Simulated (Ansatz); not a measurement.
## Formation enthalpy of some main-group oxides

Method: PBE0 in Ansatz (PAW). References are measured values corrected to a static lattice or taken at low temperature (these still hold zero-point motion).

Values in eV/atom.

```csv
solid,reference,PBE0,error (eV/atom)
antifluorite Li2O,-2.047¶,-1.905,+0.142
wurtzite ZnO,-1.800¶,-1.561,+0.239
corundum (α-Al2O3),-3.448¶,-3.168,+0.280
rutile SnO2,-1.973¶,-1.746,+0.227
rock-salt CaO,-3.273¶,-3.030,+0.243
rock-salt MgO,-3.13*,-2.815,+0.315
α-quartz (SiO2),-3.129¶,-2.927,+0.202
```

Over these 7 solids the mean error is +0.235 eV/atom, the mean absolute error 0.235 eV/atom (median 0.239 eV/atom), and the worst case rock-salt MgO at +0.315 eV/atom; the value is too high in 7 of 7 cases.

A star marks references brought to a static lattice; the others are low-temperature values that still hold zero-point motion, which matters most for light elements.

Spin–orbit coupling is left out, also for the solids with elements from indium on (rutile SnO2); its size isn't shown.

¶ marks references of a special kind: antifluorite Li2O, -2.047 eV/atom (measured, 0 K, at 0 K; zero-point energies not removed; as tabulated in Chase, NIST-JANAF Thermochemical Tables, 4th ed. (1998)); wurtzite ZnO, -1.800 ± 0.001 eV/atom (measured, 0 K, taken to 0 K with the table's H(298.15)-H(0) of compound and elements; zero-point energies not removed; as tabulated in Cox, Wagman, Medvedev, CODATA Key Values for Thermodynamics (1989)); corundum (α-Al2O3), -3.448 ± 0.003 eV/atom (measured, 0 K, taken to 0 K with the table's H(298.15)-H(0) of compound and elements; zero-point energies not removed; as tabulated in Cox, Wagman, Medvedev, CODATA Key Values for Thermodynamics (1989)); rutile SnO2, -1.973 ± 0.0007 eV/atom (measured, 0 K, taken to 0 K with the table's H(298.15)-H(0) of compound and elements; zero-point energies not removed; as tabulated in Cox, Wagman, Medvedev, CODATA Key Values for Thermodynamics (1989)); rock-salt CaO, -3.273 ± 0.005 eV/atom (measured, 0 K, taken to 0 K with the table's H(298.15)-H(0) of compound and elements; zero-point energies not removed; as tabulated in Cox, Wagman, Medvedev, CODATA Key Values for Thermodynamics (1989)); α-quartz (SiO2), -3.129 ± 0.004 eV/atom (measured, 0 K, taken to 0 K with the table's H(298.15)-H(0) of compound and elements; zero-point energies not removed; as tabulated in Cox, Wagman, Medvedev, CODATA Key Values for Thermodynamics (1989)).

Formation is from the elements' reference phases, gases as molecules.

Differences are worked out from the printed values.

Cells: PBE0 at the r²SCAN cell. Caveats: exact exchange on metals is sensitive to the k mesh and can open a false gap (antifluorite Li2O, wurtzite ZnO, corundum (α-Al2O3), rutile SnO2, rock-salt CaO, rock-salt MgO). Ansatz's density-functional and Hartree–Fock values are scalar-relativistic unless marked +SOC, with PAW data made under PBE.

Not in this set, of the main-group oxides with a reference value in our tables and a result at some level: 57 for a reference of another kind, counted apart; 1 for no value at PBE0 (not run, a failed fit, an unstable or unbound cell, or a value held back for tests). These can be a level's best or worst cases. At least 46 more with a reference value are held back for tests. Solids without a released value at any level aren't counted. Sums of energies from LAMMPS, tight-binding programs and other DFT programs aren't taken. Layered and molecular crystals are counted apart.

References as tabulated in Cox, Wagman, Medvedev, CODATA Key Values for Thermodynamics (1989); Chase, NIST-JANAF Thermochemical Tables, 4th ed. (1998); Harl and Kresse (2009), doi:10.1103/physrevlett.103.056401.

Ansatz is a program for electronic structure.
